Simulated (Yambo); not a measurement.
Input of a Yambo 5.3.0 run:

optics3.in

```
optics
chi
tddft
Chimod= "LRC"
% BndsRnXd
 1 | 34 |
%
NGsBlkXd= 3 Ry
% LongDrXd
 1 | 0 | 0 |
%
% QpntsRXd
 1 | 1 |
%
% EnRngeXd
 0 | 20 | eV
%
% DmRngeXd
 0.1 | 0.1 | eV
%
ETStpsXd= 200
LRC_alpha= -0.2
```

scf.in

```
&CONTROL
  calculation = 'scf'
  prefix = 'pwscf'
  outdir = './tmp'
  pseudo_dir = './pseudo'
/
&SYSTEM
  ibrav = 0
  nat = 2
  ntyp = 2
  ecutwfc = 84
  nbnd = 15
  occupations = 'smearing'
  smearing = 'fd'
  degauss = 0.00367493
  force_symmorphic = .true.
/
&ELECTRONS
  conv_thr = 4d-10
  electron_maxstep = 120
  mixing_beta = 0.5
/
ATOMIC_SPECIES
Ga    69.7230 Ga.upf
N     14.0070 N.upf
CELL_PARAMETERS angstrom
   0.0000000000    2.2535006075    2.2535006075
   2.2535006075    0.0000000000    2.2535006075
   2.2535006075    2.2535006075    0.0000000000
ATOMIC_POSITIONS crystal
Ga     0.0000000000    0.0000000000    0.0000000000
N      0.2500000000    0.2500000000    0.2500000000
K_POINTS automatic
12 12 12 0 0 0
```

Contents of nscf.in:

```
&CONTROL
  calculation = 'nscf'
  prefix = 'pwscf'
  outdir = './tmp'
  pseudo_dir = './pseudo'
/
&SYSTEM
  ibrav = 0
  nat = 2
  ntyp = 2
  ecutwfc = 84
  nbnd = 39
  occupations = 'fixed'
  force_symmorphic = .true.
/
&ELECTRONS
  conv_thr = 1d-08
  diago_full_acc = .true.
  diago_thr_init = 1d-06
/
ATOMIC_SPECIES
Ga    69.7230 Ga.upf
N     14.0070 N.upf
CELL_PARAMETERS angstrom
   0.0000000000    2.2535006075    2.2535006075
   2.2535006075    0.0000000000    2.2535006075
   2.2535006075    2.2535006075    0.0000000000
ATOMIC_POSITIONS crystal
Ga     0.0000000000    0.0000000000    0.0000000000
N      0.2500000000    0.2500000000    0.2500000000
K_POINTS automatic
12 12 12 0 0 0
```

Potentials or basis: PseudoDojo 0.4.1 SR PBE standard.

The run is started by

```console
$ OMP_NUM_THREADS=1 pw.x -in scf.in > scf.out
$ OMP_NUM_THREADS=1 pw.x -in nscf.in > nscf.out
$ cd tmp/pwscf.save; p2y; mv SAVE ../..; cd ../..
$ OMP_NUM_THREADS=1 yambo
$ OMP_NUM_THREADS=1 yambo -F optics3.in -J optics3 -C optics3_out
```

Problem. Predict the electronic dielectric constant along the field.

Solution. 6.20.

Problem. Estimate the electronic dielectric constant along the field, independent particles.

Solution. 6.06.

Problem. Predict the band gap on the k mesh, mean-field level.

Solution. 1.76 eV, direct.

Dielectric function (along the field direction of the input):
| energy (eV) | real part | imaginary part |
| --- | --- | --- |
| 0.30 | 6.22 | 0.09 |
| 1.31 | 6.68 | 0.17 |
| 2.31 | 8.02 | 0.98 |
| 3.32 | 6.72 | 1.26 |
| 4.42 | 7.69 | 1.50 |
| 5.43 | 9.22 | 3.47 |
| 6.43 | 4.82 | 9.08 |
| 7.54 | 1.88 | 6.39 |
| 8.54 | 1.92 | 3.36 |
| 9.55 | 0.65 | 5.08 |
| 10.65 | 0.63 | 3.58 |
| 11.66 | -0.45 | 4.93 |
| 12.66 | -2.43 | 3.42 |
| 13.77 | -2.34 | 1.90 |
| 14.77 | -1.15 | 1.44 |
| 15.78 | -0.68 | 0.82 |
| 16.88 | -0.29 | 0.78 |
| 17.89 | -0.01 | 0.60 |
| 18.89 | 0.11 | 0.70 |
| 20.00 | 0.18 | 0.37 |

Caveat: the long-range kernel's strength is typed, not fitted to the crystal's screening; spectra need much finer meshes, so this one isn't converged; independent-particle spectra lack excitons.

**The experiment to reproduce.**

A printed reference work, textbook reports, for a bulk crystal of GaN at 0 K: band gap 3.299 eV (direct).

Measured gap of GaN: 3.299 eV (direct; 0 K; a printed reference work, textbook). This calculation gives 1.76 eV (-1.54 eV). Spin-orbit coupling on Ga is left out. The value is that of PBE on a finite k mesh, which can miss the band edges, without temperature or zero-point motion. Semilocal functionals fall short of measured gaps as a rule. The cell is a database's relaxed one, not the measured one, which moves gaps too.
